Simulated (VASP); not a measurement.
## VASP 6.6.1, r²SCAN single-point calculation, C (strained diamond)

INCAR

```
IBRION = -1
ISMEAR = 0
PREC = Accurate
ISIF = 2
ENCUT = 520
EDIFF = 1E-7
LWAVE = .FALSE.
ALGO = Normal
NSW = 0
LASPH = .TRUE.
METAGGA = R2SCAN
LCHARG = .FALSE.
NBANDS = 11
LREAL = .FALSE.
SIGMA = 0.01
NELM = 120
```

KPOINTS

```
KPOINTS created by Atomic Simulation Environment
0
Gamma
12 12 12
0 0 0
```

KPOINTS_OPT

```
special points
7
Reciprocal
0.0000000000 0.0000000000 0.0000000000 1
0.5000000000 0.0000000000 0.5000000000 1
0.6250000000 0.2500000000 0.6250000000 1
0.3750000000 0.3750000000 0.7500000000 1
0.5000000000 0.5000000000 0.5000000000 1
0.5000000000 0.2500000000 0.7500000000 1
0.3500000000 0.0000000000 0.3500000000 1
```

POSCAR

```
C
 1.0000000000000000
     0.0000000000000000    1.7801241433999999    1.6911179363000000
     1.7801241433999999    0.0000000000000000    1.6911179363000000
     1.7801241433999999    1.7801241433999999    0.0000000000000000
 C
   2
Cartesian
  0.0000000000000000  0.0000000000000000  0.0000000000000000
  0.8900620717000001  0.8900620717000001  0.8455589681499999
```

VASP ran with the recommended PBE PAW datasets (8 valence electrons in the cell).

OSZICAR

```
N       E                     dE             d eps       ncg     rms          rms(c)
DAV:   1    -0.110049665366E+01   -0.11005E+01   -0.50393E+03  3680   0.744E+02
DAV:   2    -0.215232155320E+02   -0.20423E+02   -0.19626E+02  4698   0.131E+02
DAV:   3    -0.219080726995E+02   -0.38486E+00   -0.38391E+00  4214   0.138E+01
DAV:   4    -0.219086639032E+02   -0.59120E-03   -0.59119E-03  3850   0.652E-01
DAV:   5    -0.219086644951E+02   -0.59190E-06   -0.59189E-06  4131   0.199E-02    0.551E+00
DAV:   6    -0.196608420494E+02    0.22478E+01   -0.28988E-01  3794   0.390E+00    0.412E+00
DAV:   7    -0.195479433288E+02    0.11290E+00   -0.28032E-01  3655   0.384E+00    0.875E-01
DAV:   8    -0.195491945334E+02   -0.12512E-02   -0.46890E-03  4129   0.604E-01    0.448E-01
DAV:   9    -0.195495679199E+02   -0.37339E-03   -0.16134E-04  3796   0.142E-01    0.146E-02
DAV:  10    -0.195495681448E+02   -0.22490E-06   -0.32671E-06  4147   0.144E-02    0.978E-03
DAV:  11    -0.195495686777E+02   -0.53290E-06   -0.78406E-07  3931   0.816E-03    0.627E-04
DAV:  12    -0.195495686143E+02    0.63405E-07   -0.72889E-09  1976   0.696E-04
   1 F= -.19549569E+02 E0= -.19549569E+02  d E =-.268262E-83
       N       E                     dE             ncg
DAV:   1     0.122259455910E+04   -0.22607E+04      162
DAV:   2     0.109342343022E+04   -0.12917E+03      219
DAV:   3     0.109055391268E+04   -0.28695E+01      172
DAV:   4     0.109055052420E+04   -0.33885E-02      169
DAV:   5     0.109055052102E+04   -0.31801E-05      175
DAV:   6     0.109055052101E+04   -0.42780E-08      171
```

From OUTCAR

```
k-points           NKPTS =    163   k-points in BZ     NKDIM =    163   number of bands    NBANDS=     11

   NELECT =       8.0000    total number of electrons

   dimension x,y,z NGX =    18 NGY =   18 NGZ =   20
   dimension x,y,z NGXF=    36 NGYF=   36 NGZF=   40

  energy-cutoff  :      520.00
  volume of cell :       10.72
      direct lattice vectors                 reciprocal lattice vectors
     0.000000000  1.780124143  1.691117936    -0.280879287  0.280879287  0.295662407
     1.780124143  0.000000000  1.691117936     0.280879287 -0.280879287  0.295662407
     1.780124143  1.780124143  0.000000000     0.280879287  0.280879287 -0.295662407

 k-points in reciprocal lattice and weights: KPOINTS created by Atomic Simulation Env
   0.00000000  0.00000000  0.00000000       0.001
   0.08333333  0.00000000  0.00000000       0.005
   0.16666667 -0.00000000  0.00000000       0.005
   0.25000000  0.00000000  0.00000000       0.005
   0.33333333 -0.00000000  0.00000000       0.005
   0.41666667  0.00000000  0.00000000       0.005
   0.50000000  0.00000000  0.00000000       0.002
   0.08333333  0.08333333  0.00000000       0.001
   ...

 E-fermi :  11.2235

 k-point     1 :       0.0000    0.0000    0.0000
  band No.  band energies     occupation
      1     -12.9367      2.00000
      2      10.2939      2.00000
      3      10.2939      2.00000
      4      11.0894      2.00000
      5      16.1108      0.00000
      6      16.8153      0.00000
      7      16.8153      0.00000
      8      25.7259      0.00000
      9      31.7875      0.00000
     10      37.1784      0.00000
     11      39.1341      0.00000

 k-point     2 :       0.0833    0.0000    0.0000
  band No.  band energies     occupation
      1     -12.7278      2.00000
      2       9.1140      2.00000
      3       9.9137      2.00000
      4      10.5472      2.00000
      5      16.6242      0.00000
      6      17.2753      0.00000
      7      17.6225      0.00000
      8      25.8872      0.00000
      9      32.1365      0.00000
     10      35.3986      0.00000
     11      36.7898      0.00000

 k-point     3 :       0.1667   -0.0000    0.0000
  band No.  band energies     occupation
      1     -12.1030      2.00000
      2       6.3787      2.00000
      3       9.0827      2.00000
      4       9.7437      2.00000
      5      17.6195      0.00000
      6      18.2382      0.00000
      7      18.9756      0.00000
      8      26.3444      0.00000
      9      32.8165      0.00000
     10      33.9967      0.00000
     11      35.1313      0.00000

 k-point     4 :       0.2500    0.0000    0.0000
  band No.  band energies     occupation
      1     -11.0714      2.00000
      2       3.2794      2.00000
      3       8.2185      2.00000
      4       8.9830      2.00000
      5      18.4815      0.00000
      6      19.0441      0.00000
      7      20.0675      0.00000
      8      26.9687      0.00000
      9      33.0731      0.00000
     10      33.9537      0.00000
     11      34.8596      0.00000

 k-point     5 :       0.3333   -0.0000    0.0000
  band No.  band energies     occupation
      1      -9.6553      2.00000
      2       0.2425      2.00000
      3       7.5270      2.00000
      4       8.3961      2.00000
      5      18.9483      0.00000
      6      19.3966      0.00000
      7      20.7916      0.00000
      8      27.5120      0.00000
      9      33.3471      0.00000
     10      35.3199      0.00000
     11      35.6754      0.00000

 k-point     6 :       0.4167    0.0000    0.0000
  band No.  band energies     occupation
      1      -7.9349      2.00000
      2      -2.4952      2.00000
      3       7.0914      2.00000
      4       8.0343      2.00000
      5      19.1101      0.00000
      6      19.4378      0.00000
      7      21.1666      0.00000
      8      27.7854      0.00000
      9      34.0329      0.00000
     10      37.2427      0.00000
     11      37.5309      0.00000

 k-point     7 :       0.5000    0.0000    0.0000
  band No.  band energies     occupation
      1      -6.6394      2.00000
      2      -4.1365      2.00000
      3       6.9435      2.00000
      4       7.9127      2.00000
      5      19.1393      0.00000
      6      19.4176      0.00000
      7      21.2772      0.00000
      8      27.8470      0.00000
      9      34.5655      0.00000
     10      37.1139      0.00000
     11      38.5670      0.00000

 k-point     8 :       0.0833    0.0833    0.0000
  band No.  band energies     occupation
      1     -12.6387      2.00000
      2       9.2574      2.00000
      3       9.2574      2.00000
      4      10.4300      2.00000
      5      15.8490      0.00000
      6      18.0644      0.00000
      7      18.0645      0.00000
      8      25.7639      0.00000
      9      32.3615      0.00000
     10      36.2563      0.00000
     11      37.5570      0.00000

 k-point     9 :       0.1667    0.0833    0.0000
  band No.  band energies     occupation
      1     -12.1333      2.00000
      2       7.2318      2.00000
      3       8.3259      2.00000
      4       9.9064      2.00000
      5      16.1284      0.00000
      6      19.2225      0.00000
      7      19.3326      0.00000
      8      25.7044      0.00000
      9      33.0816      0.00000
     10      34.5591      0.00000
     11      36.5577      0.00000

 k-point    10 :       0.2500    0.0833    0.0000
  band No.  band energies     occupation
      1     -11.2185      2.00000
      2       4.2768      2.00000
      3       7.4708      2.00000
      4       9.2030      2.00000
      5      17.0383      0.00000
      6      20.1483      0.00000
      7      20.4519      0.00000
      8      25.7306      0.00000
      9      33.5746      0.00000
     10      34.0915      0.00000
     11      36.1192      0.00000

 k-point    11 :       0.3333    0.0833    0.0000
  band No.  band energies     occupation
      1      -9.9118      2.00000
      2       1.2368      2.00000
      3       6.8541      2.00000
      4       8.4255      2.00000
      5      17.8968      0.00000
      6      20.5177      0.00000
      7      21.2238      0.00000
      8      26.0473      0.00000
      9      33.5184      0.00000
     10      34.8692      0.00000
     11      37.0138      0.00000

 k-point    12 :       0.4167    0.0833    0.0000
  band No.  band energies     occupation
      1      -8.2662      2.00000
      2      -1.5938      2.00000
      3       6.5399      2.00000
      4       7.7495      2.00000
      5      18.3969      0.00000
      6      20.4288      0.00000
      7      21.6786      0.00000
      8      26.7885      0.00000
      9      33.4661      0.00000
     10      36.3649      0.00000
     11      38.5358      0.00000

 k-point    13 :       0.5000    0.0833    0.0000
  band No.  band energies     occupation
      1      -6.6326      2.00000
      2      -3.7662      2.00000
      3       6.5462      2.00000
      4       7.2589      2.00000
      5      18.6729      0.00000
      6      20.1638      0.00000
      7      21.8672      0.00000
      8      27.5799      0.00000
      9      33.5753      0.00000
     10      37.3148      0.00000
     11      38.8783      0.00000

 k-point    14 :      -0.4167    0.0833    0.0000
  band No.  band energies     occupation
      1      -7.2529      2.00000
      2      -3.0049      2.00000
      3       6.8647      2.00000
      4       7.0010      2.00000
      5      18.9146      0.00000
      6      19.8915      0.00000
      7      21.8601      0.00000
      8      27.8582      0.00000
      9      33.5337      0.00000
     10      36.7790      0.00000
     11      37.2758      0.00000

 k-point    15 :      -0.3333    0.0833    0.0000
  band No.  band energies     occupation
      1      -9.0016      2.00000
      2      -0.4473      2.00000
      3       7.0085      2.00000
      4       7.4637      2.00000
      5      19.1298      0.00000
      6      19.5807      0.00000
      7      21.6517      0.00000
      8      27.4309      0.00000
      9      33.4105      0.00000
     10      34.1603      0.00000
     11      36.6116      0.00000

 k-point    16 :      -0.2500    0.0833    0.0000
  band No.  band energies     occupation
      1     -10.5151      2.00000
      2       2.4812      2.00000
      3       7.3034      2.00000
      4       8.2790      2.00000
      5      19.0448      0.00000
      6      19.1525      0.00000
      7      21.0811      0.00000
      8      26.7396      0.00000
      9      32.4513      0.00000
     10      33.3375      0.00000
     11      35.4281      0.00000

 ...

  Total        0.6606668      0.6606668      4.0565684      0.0000000     -0.0000000     -0.0000000
  in kB       98.7617067     98.7617067    606.4079812      0.0000000     -0.0000000     -0.0000000
  external PRESSURE =     267.9771315 kB  Pullay stress =       0.0000000 kB

 POSITION                                       TOTAL-FORCE (eV/Angst)
 -----------------------------------------------------------------------------------
      0.00000      0.00000      0.00000        -0.000000     -0.000000      0.000000
      0.89006      0.89006      0.84556         0.000000      0.000000     -0.000000
 -----------------------------------------------------------------------------------
    total drift:                               -0.000000     -0.000000     -0.000000

  FREE ENERGIE OF THE ION-ELECTRON SYSTEM (eV)
  ---------------------------------------------------
  free  energy   TOTEN  =       -19.5495686143 eV

  energy  without entropy=      -19.5495686143  energy(sigma->0) =      -19.54956861
```

```json
{
 "gap between bands v and c": "3.09 eV",
 "least direct gap": "5.02 eV",
 "pressure": "26.8 GPa"
}
```

Band v is the last that the valence electrons fill when counted band by band, and c is the next.
